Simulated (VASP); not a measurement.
## CdSe: direct gap as volume per atom varies

Results calculated with VASP 6.6.1, not measured. Plane-wave PAW density functional theory at fixed atoms, no spin polarisation, Gamma-centred mesh; band v is the last by electron count, c the next, levels count from the top of v, gaps are read over the k mesh and the listed points, a negative gap is an overlap (a metal).

Cell of the first row (space group F-43m, No. 216):
```
cell vectors (Å)
   0.0000     2.9451     2.9451
   2.9451     0.0000     2.9451
   2.9451     2.9451     0.0000
atoms (fractions of the cell vectors)
Cd  0.00000  0.00000  0.00000
Se  0.25000  0.25000  0.25000
```

Settings of every row: functional r2SCAN; spin orbit no; screening parameter 0 Å⁻¹; occupations Gaussian; smearing width 0.01 eV; wave cutoff 520 eV; datasets recommended PBE set; valence electrons 18; k mesh a 8; k mesh b 8; k mesh c 8.

Point:
| name | a (reciprocal cell vector) | b (reciprocal cell vector) | c (reciprocal cell vector) |
| --- | --- | --- | --- |
| Gamma | 0 | 0 | 0 |
| X | -0.5 | -0.5 | 0 |
| K | -0.375 | 0 | 0.375 |
| L | 0 | 0 | 0.5 |
| W | -0.5 | -0.25 | 0.25 |

Limits: semilocal functionals tend to give too small a gap; no spin-orbit coupling, which shifts gaps with heavier elements (CdSe).

| row | volume per atom (Å³) | direct gap (eV) | band gap (eV) |
| --- | --- | --- | --- |
| 1 | 25.544 | 1.3 | 1.3 |
| 2 | 26.35 | 1.232 | 1.232 |
| 3 | 27.174 | 1.164 | 1.164 |
| 4 | 28.014 | ? | ? |
| 5 | 28.872 | 1.027 | 1.027 |
| 6 | 29.747 | 0.959 | 0.959 |
| 7 | 30.639 | 0.892 | 0.892 |
| 8 | 31.549 | 0.825 | 0.825 |
| 9 | 32.477 | 0.76 | 0.76 |

Question: what direct gap should row 4 give?

Worked fit of direct gap. Take t = volume per atom − 29, in Å³. The shown rows have t = -3.456, -2.65, -1.826, -0.128, 0.747, 1.639, 2.549, 3.477. Least squares give direct gap = 1.0169 − 0.07805 × t + 0.001153 × t² eV; a straight line predicts inner rows, each left out in turn, worse (root mean square 0.0046 against 0.0005 eV). The rows lie off it by 0.000, 0.000, 0.001, 0.000, 0.000, 0.000, 0.000, 0.001. The withheld row has t = -0.986, so the fit gives 1.0169 − 0.07805 × (-0.986) + 0.001153 × (-0.986)² = 1.095 eV.

The calculation gave 1.096 eV. The fit lies 0.001 eV (0.19 % of the column's range) below it, one unit of the last digit.

The other values of row 4: band gap 1.096 eV.
